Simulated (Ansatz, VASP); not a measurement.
**Si54C53 (V_C1) in two plane-wave programs**

Aim: how closely do two programs agree when they are given the same cell, functional and k mesh? The cell is taken from a series of runs on this material, whose earlier steps may have relaxed, scaled, displaced or heated it; both programs get it as it stands.

Calculated with Ansatz 0.2.0; plane waves, with VASP 6.6.1 beside it; r2SCAN.

## (1) The starting structure

The cell holds 107 atoms: 54 Si and 53 C. Its edges and angles: a = 8.959 Å, b = 8.959 Å, c = 14.655 Å, α = 90.0°, β = 90.0°, γ = 120.0°. It derives from SiC (SiC (P6_3mc)). Nearest the centre at fractional (0.556, 0.444, 0.542): Si47 at 1.87 Å, Si29 at 1.89 Å, Si53 at 1.89 Å, Si27 at 1.92 Å, C81 at 2.96 Å, C65 at 2.97 Å, C88 at 2.97 Å, C98 at 2.97 Å.

## (2) VASP: single point, r2SCAN

With cell and atoms fixed, the geometry can't cause a difference; cores, projectors, grids and the points listed under the comparison can.

Lines of VASP's logs that name or quote its potential files are left out, and so is its time.

The input, INCAR:

```
SYSTEM = Si54C53
PREC = Accurate
ENCUT = 580
EDIFF = 1E-06
NELM = 120
ISMEAR = -1
SIGMA = 0.01
LREAL = Auto
ALGO = Normal
METAGGA = R2SCAN
LASPH = .TRUE.
NBANDS = 288
LORBIT = 11
LWAVE = .FALSE.
LCHARG = .FALSE.
ISIF = 2
ISYM = 0
GGA_COMPAT = .FALSE.
LMIXTAU = .TRUE.
KPAR = 4
```

The input, POSCAR:

```
Si54C53
1.0
    8.9589150803      0.0000000000      0.0000000000
   -4.4794575402      7.7586480499      0.0000000000
    0.0000000000      0.0000000000     14.6546284706
Si C
54 53
Direct
    0.1110636476      0.2211782334      0.8339430604
    0.2217548396      0.1097477110      0.3326287005
    0.2202242410      0.1099593316      0.6671896233
[... 1 atom line left out ...]
    0.9996619079      0.0002811309      0.4995186343
[... 2 atom lines left out ...]
    0.2220420649      0.4458554949      0.3326196119
    0.2206411102      0.4430524498      0.6677475837
[... 1 atom line left out ...]
    0.9989569825      0.3318108958      0.4990828169
[... 5 atom lines left out ...]
    0.0008794575      0.6679359321      0.4991215061
[... 1 atom line left out ...]
    0.4451525915      0.2220516824      0.8340547274
    0.5540544925      0.1099886521      0.3326356969
    0.5565909755      0.1098707096      0.6675559233
[... 1 atom line left out ...]
    0.3318965760      0.9989378501      0.4991249270
[... 1 atom line left out ...]
    0.4452656114      0.5544259334      0.8341316291
    0.5553707483      0.4442893458      0.3311047720
    0.5558147646      0.4437452791      0.6722773847
[... 1 atom line left out ...]
    0.3264302653      0.3300275460      0.4982113270
[... 2 atom lines left out ...]
    0.5538815932      0.7778968978      0.3326123537
    0.5567532144      0.7791447713      0.6677646638
[... 1 atom line left out ...]
    0.3321174849      0.6676638051      0.4990906837
[... 5 atom lines left out ...]
    0.6680749890      0.0009898103      0.4990798174
[... 1 atom line left out ...]
    0.7777797684      0.5547156662      0.8339978396
    0.8899486236      0.4457564924      0.3326651811
    0.8898573542      0.4432138067      0.6675605834
[... 1 atom line left out ...]
    0.6691444443      0.3307925271      0.4986164164
[... 2 atom lines left out ...]
    0.8900828406      0.7780406499      0.3325865076
    0.8896707439      0.7794087966      0.6671725878
[... 1 atom line left out ...]
    0.6699214409      0.6738438840      0.4980424522
[... 3 atom lines left out ...]
    0.1111898736      0.2215839978      0.7085564873
[... 1 atom line left out ...]
    0.2241302716      0.1126060839      0.5421864920
[... 5 atom lines left out ...]
    0.2251227118      0.4461279399      0.5426027371
[... 2 atom lines left out ...]
    0.9998670412      0.6671469318      0.3747961186
[... 5 atom lines left out ...]
    0.3326572578      0.9999247031      0.3748081376
    0.4441765527      0.2211327057      0.7062755729
[... 1 atom line left out ...]
    0.5538510782      0.1119587669      0.5424614961
[... 2 atom lines left out ...]
    0.3350855633      0.3345592375      0.3754472418
    0.4448191656      0.5549845486      0.7064834181
    0.5554853969      0.4442700449      0.2077358139
[... 2 atom lines left out ...]
    0.3326280845      0.6671566249      0.3748455255
[... 2 atom lines left out ...]
    0.5537473152      0.7748353292      0.5425848640
[... 3 atom lines left out ...]
    0.7780784592      0.2217065018      0.7084954992
[... 4 atom lines left out ...]
    0.6653771849      0.3346411325      0.3754767426
    0.7784856184      0.5554940090      0.7062428205
[... 1 atom line left out ...]
    0.8880140221      0.4461164851      0.5424659252
[... 2 atom lines left out ...]
    0.6650424316      0.6646088741      0.3753491011
    0.7782056931      0.8885863966      0.7085711803
[... 1 atom line left out ...]
    0.8872520553      0.7757934190      0.5421584896
    0.7781467867      0.8882763229      0.0416393368
```

The input, KPOINTS:

```
Points of the shifted mesh
8
Reciprocal
 0.2500000000  0.2500000000  0.2500000000 1
 0.2500000000  0.2500000000  0.7500000000 1
 0.2500000000  0.7500000000  0.2500000000 1
 0.2500000000  0.7500000000  0.7500000000 1
 0.7500000000  0.2500000000  0.2500000000 1
 0.7500000000  0.2500000000  0.7500000000 1
 0.7500000000  0.7500000000  0.2500000000 1
 0.7500000000  0.7500000000  0.7500000000 1
```

The projector-augmented-wave data sets are Si and C (PBE family, release 64).

Command:

```bash
$ mpirun -np 8 vasp_std
```

Numbers of over 12 decimals in the logs are rounded to 6 here.

What it wrote:

```text
[banner, memory and clock lines left out]
running    8 mpi-ranks, on    1 nodes
[...]
|                                                                             |
|           W    W    AA    RRRRR   N    N  II  N    N   GGGG   !!!           |
|           W    W   A  A   R    R  NN   N  II  NN   N  G    G  !!!           |
|           W    W  A    A  R    R  N N  N  II  N N  N  G       !!!           |
|           W WW W  AAAAAA  RRRRR   N  N N  II  N  N N  G  GGG   !            |
|           WW  WW  A    A  R   R   N   NN  II  N   NN  G    G                |
|           W    W  A    A  R    R  N    N  II  N    N   GGGG   !!!           |
|                                                                             |
|     For optimal performance we recommend to set                             |
|       NCORE = 2 up to number-of-cores-per-socket                            |
|     NCORE specifies how many cores store one orbital (NPAR=cpu/NCORE).      |
|     This setting can greatly improve the performance of VASP for DFT.       |
[...]
|               ----> ADVICE to this user running VASP <----                  |
|                                                                             |
|     You enforced a specific xc type in the INCAR file but a different       |
|     [... a line on the potential file left out ...]
|     I HOPE YOU KNOW WHAT YOU ARE DOING!                                     |
|                                                                             |

 LDA part: xc-table for (None), standard interpolation
 POSCAR, INCAR and KPOINTS ok, starting setup
[...]
entering main loop
       N       E                     dE             d eps       ncg     rms          rms(c)
DAV:   1     0.127467283354E+04    0.12747E+04   -0.22021E+05  4608   0.154E+03
DAV:   2    -0.102949347731E+04   -0.23042E+04   -0.21785E+04  5608   0.264E+02
DAV:   3    -0.118851924475E+04   -0.15903E+03   -0.15717E+03  5584   0.647E+01
DAV:   4    -0.119179479850E+04   -0.32756E+01   -0.32602E+01  5536   0.101E+01
[...]
DAV:  23    -0.102119669180E+04   -0.13671E-04   -0.18916E-05  5248   0.924E-03    0.862E-03
DAV:  24    -0.102119670124E+04   -0.94452E-05   -0.33796E-06  3640   0.507E-03    0.497E-03
DAV:  25    -0.102119670161E+04   -0.36578E-06   -0.75798E-07  2688   0.180E-03
   1 F= -.10211967E+04 E0= -.10211946E+04  d E =-.420087E-02
```

Parts of OUTCAR (step 2):

```text
  FREE ENERGIE OF THE ION-ELECTRON SYSTEM (eV)
  ---------------------------------------------------
  free  energy   TOTEN  =     -1021.1967016082 eV

  energy  without entropy=    -1021.1925007390  energy(sigma->0) =    -1021.19460117
```

The run ends at a pressure of 24.04 GPa, with forces up to 1.8 eV/Å.

## (3) Ansatz: single point, r2SCAN

Ansatz runs on its PAW soft_1 files.

The same cell, functional, mesh and smearing now go to Ansatz.

The input, input.yaml:

```yaml
crystal:
  checkpoint: "../qp2.relax.run"
  host: checkpoint
basis:
  ecutwfc: 500
  xc_grid: 2
hamiltonian:
  xc: r2scan
  pseudopotentials: { kind: paw, azcp: { folder: soft_1 } }
kpoints:
  mp_grid: { grid: [2, 2, 2], shift: [0.5, 0.5, 0.5] }
scf:
  occupations: { method: fermi_dirac, width: 0.01 }
  max_iter: 100
output:
  forces: true
  eigenvalues: true
  charged_corrections: { defect_position: [0.555556, 0.444444, 0.541528] }
checkpoint:
  read: "../qp2.relax.run"
  write: "../qp2.point_neutral.run"
  compress: false
  write_wavefunctions: false
  write_every: 100000
```

Command:

```bash
$ ansatz run input.yaml --threads 8 --pin off --max-ram 15073MiB --backend cpu --events-out ev --progress --plain --runs-dir out
```

What it wrote:

```text
checkpoint.read: the saved state was converged at a total charge of 2 e, and this run's is 0 e: a saved density that it takes is scaled to its electron count
crystal.checkpoint: the structure is that of <dir>, a `relax` run, at its step 6: its result, under r2scan at a charge of 2 e; 107 atoms read, 0 with a starting moment; this deck's charge is 0 e; crystal.structure_sha256 for this input is
Engine: ansatz 0.2.0, aarch64-unknown-linux-gnu
Pseudopotentials: kind: paw
Pseudopotential: Si, paw, valence charge 4, recommended cutoff 500 eV (meta_gga), soft_1/Si.paw.azcp
Pseudopotential: C, paw, valence charge 4, recommended cutoff 500 eV (meta_gga), soft_1/C.paw.azcp
Functional definition: r2SCAN
  parameter k0 = 0.174
  parameter k1 = 0.065
  parameter a1 = 4.9479
  exchange = r2scan_x(k0 = k0, k1 = k1, a1 = a1)
  correlation = r2scan_c
Crystal: 107 atoms, lattice volume = 1018.630 Å³
Basis set: ecut = 500 eV, 25889 PW (Γ), exchange–correlation on 144×144×216 points (8 copies of the dense FFT grid, shifted against one another)
Bands: 321, of which v1, the nominal top of the filled ones, is band 214 counted from 1 (213 counted from 0)
Symmetry: 1 space group operations
Space group: P1 (ITA 1), of the structure as read, at distance tolerance 1.0e-4 Å
k-points: 4 of 8 (time reversal used)
Non-local potential: Si, projectors of the file, l = 0: 2, l = 1: 2, l = 2: 1
Non-local potential: C, projectors of the file, l = 0: 2, l = 1: 2, l = 2: 1
PAW form: soft (Blöchl's): semilocal exchange-correlation on the pseudo side does not see the compensation charge
PAW frozen core: Si, regenerated for the run's functional (the file was generated under x = pbe(κ = 0.804, μ = 0.219515), c = pbe(β = 0.066725))
PAW frozen core: C, regenerated for the run's functional (the file was generated under x = pbe(κ = 0.804, μ = 0.219515), c = pbe(β = 0.066725))
PAW one-centre angular grid: Si, 302 points (default); XC on 160 Gauss nodes
PAW one-centre angular grid: C, 302 points (default); XC on 219 of its mesh's 2255 points in the sphere
Initial density: read from a saved state, or passed on in memory by an earlier SCF of this step, an earlier step, the calling program or the single point that the run made first
Initial wavefunctions: pseudopotential atomic-orbital guess
Functional: x = r2scan, c = r2scan; τ floored in thin density (d = 2e-4 eV/Å³)
iter 1 solved again at ethr=1.32e-3 eV; its pass at ethr=3.10e-3 eV (dr2=5.64e0 eV) is discarded
SCF iter   1: F=—  HF=-47868.407114 eV  |F-HF|=—  |Δ(HF+E_count)|=         —  Δρ=8.41e-3  dr2=5.65e0  dr2_τ=1.30e-2  ethr=1.32e-3  ⟨swp⟩=4.5  Hψ=8561  notcnv=0
preconditioner: auto → Resta (q_TF=auto, 2.361 Å⁻¹)  ε∞=4.3  [insulator: Δε(μ)=0.100 eV  Ē_g=13.325 eV  σ=0.010 eV  W_gap=0.99  n_scr=244 (ndim 8)  ℏωp=24.1 eV  f_vac=0.000  D(μ)=1.14/eV (n_scr^D=2)  ε∞_Penn≈4.3]
SCF iter   2: F=—  HF=-47867.464607 eV  |F-HF|=—  |Δ(HF+E_count)|=   9.43e-1  Δρ=4.29e-3  dr2=3.99e-1  dr2_τ=8.78e-3  ethr=1.32e-3  ⟨swp⟩=4.2  Hψ=2832  notcnv=0  defer=190
SCF iter   3: F=—  HF=-47867.439980 eV  |F-HF|=—  |Δ(HF+E_count)|=   2.46e-2  Δρ=1.93e-3  dr2=9.93e-2  dr2_τ=1.87e-3  ethr=9.33e-5  ⟨swp⟩=3.0  Hψ=1657  notcnv=0  defer=398
SCF iter   4: F=—  HF=-47867.440459 eV  |F-HF|=—  |Δ(HF+E_count)|=   4.79e-4  Δρ=1.23e-3  dr2=6.49e-2  dr2_τ=4.80e-4  ethr=2.32e-5  ⟨swp⟩=3.5  Hψ=1308  notcnv=0  defer=110
automatic band count: iteration 4 solves 248 bands in place of 321: the levels show a gap, and the empty bands left out lie too high to hold charge; the band table lists the bands solved (type scf.n_extra_bands for more)
SCF iter   5: F=—  HF=-47867.437237 eV  |F-HF|=—  |Δ(HF+E_count)|=   3.22e-3  Δρ=6.46e-4  dr2=9.75e-3  dr2_τ=6.66e-5  ethr=1.52e-5  ⟨swp⟩=3.2  Hψ=949  notcnv=0  defer=110
SCF iter   6: F=—  HF=-47867.436905 eV  |F-HF|=—  |Δ(HF+E_count)|=   3.32e-4  Δρ=1.92e-4  dr2=6.11e-4  dr2_τ=6.35e-6  ethr=2.28e-6  ⟨swp⟩=2.0  Hψ=1406  notcnv=0  defer=110
SCF iter   7: F=—  HF=-47867.436991 eV  |F-HF|=—  |Δ(HF+E_count)|=   8.59e-5  Δρ=4.73e-5  dr2=3.17e-5  dr2_τ=1.13e-6  ethr=1.43e-7  ⟨swp⟩=3.0  Hψ=1592  notcnv=0  defer=110
SCF iter   8: F=—  HF=-47867.437171 eV  |F-HF|=—  |Δ(HF+E_count)|=   1.80e-4  Δρ=1.07e-5  dr2=2.81e-6  dr2_τ=5.65e-8  ethr=7.42e-9  ⟨swp⟩=2.0  Hψ=1778  notcnv=0  defer=110
SCF iter   9: F=—  HF=-47867.437172 eV  |F-HF|=—  |Δ(HF+E_count)|=   2.08e-7  Δρ=2.40e-6  dr2=1.51e-7  dr2_τ=3.38e-9  ethr=6.57e-10  ⟨swp⟩=2.8  Hψ=1648  notcnv=0  defer=110
SCF iter  10: F=-47867.437172 eV  HF=-47867.437172 eV  |F-HF|=3.14e-8  |Δ(HF+E_count)|=   1.56e-8  Δρ=9.14e-7  dr2=3.96e-8  dr2_τ=5.41e-10  ethr=2.34e-11  ⟨swp⟩=12.8  Hψ=4564  notcnv=0
SCF 1 converged in 10 iterations: F = -47867.437172 eV  dr2 = 3.96e-8
  greatest PAW one-centre occupation: 0.676 electrons in one spin orbital (limit 2), on the C atom at site 10 (counted from 0), in its partial waves of l = 0
SCF converged after 10 iterations
[...]
k-point 1: bands = [... 210 lower, 9.9926, 10.0382, 10.1550, 12.8486, 13.1413, 13.1739, 13.4785, 13.5143, ... 30 higher]
  k-point 2: bands = [... 210 lower, 10.1417, 10.1784, 10.3670, 13.0489, 13.1039, 13.3647, 13.4933, 13.5510, ... 30 higher]
  k-point 3: bands = [... 210 lower, 10.1405, 10.1505, 10.3667, 13.0592, 13.1366, 13.2446, 13.5312, 13.5419, ... 30 higher]
```

In the SCF lines HF is the Harris–Foulkes energy and dr2 the Hartree energy of the density residual, in eV; the loop may stop once dr2 is under the threshold and the program's other checks hold. Hψ counts applications of the Hamiltonian.

## (4) Differences

Known differences besides the potentials themselves: VASP keeps PBE cores, Ansatz makes them for the functional; the cutoff is 500 eV in Ansatz and 580 eV in VASP (PREC = Accurate, projectors in real space). Total energies have different zeros and are not compared.

The two programs side by side:

```
              quantity  Ansatz   VASP  difference
gap on the k mesh (eV)   0.045  0.045      -0.001
```

Forces on 8 of the 107 atoms, those with the largest forces and the largest differences (eV/Å; atoms numbered as in POSCAR):

```
atom         Ansatz x, y, z           VASP x, y, z
Si27  -0.071, 0.032, -1.790  -0.065, 0.028, -1.780
Si29    1.211, 0.430, 0.992    1.203, 0.434, 0.982
Si47   -1.006, 0.584, 0.749   -0.997, 0.579, 0.746
Si53   0.253, -1.279, 0.990   0.247, -1.273, 0.981
 C75   0.075, -0.326, 0.969   0.074, -0.335, 0.975
 C97  0.404, -0.254, -0.581  0.400, -0.252, -0.593
 C98    0.317, 0.102, 0.959    0.324, 0.106, 0.965
C103   0.030, 0.432, -0.897   0.031, 0.435, -0.906
```

The forces differ by 3.1 meV/Å r.m.s., which is 1.0 % of the r.m.s. force of 0.308 eV/Å (both taken over all components). A gap on the mesh is an upper bound, since the band edges may lie between its points.

## (5) What came out

```
r.m.s. force difference (single point, r2SCAN) : 1.0 % of the r.m.s. force
```

**Reading.** The r.m.s. force difference is 1.0 % of the r.m.s. force (single point, r2SCAN), within the 3 % picked in this series as the mark of a large difference. How closely two codes agree says nothing of how well the functional describes the real material.

[Lines on the potential files, build, host, timing and source positions are cut from VASP's logs without a mark.]

[Logs are printed without paths, hosts, clocks, repeated set-up lines and the standing remarks that a program may print on its own settings, such as how far it seeks lower states.]

[Hosts, paths, dates, database ids (printed as entryN), source tags and the programs' standing remarks are cut or masked in the printed files.]
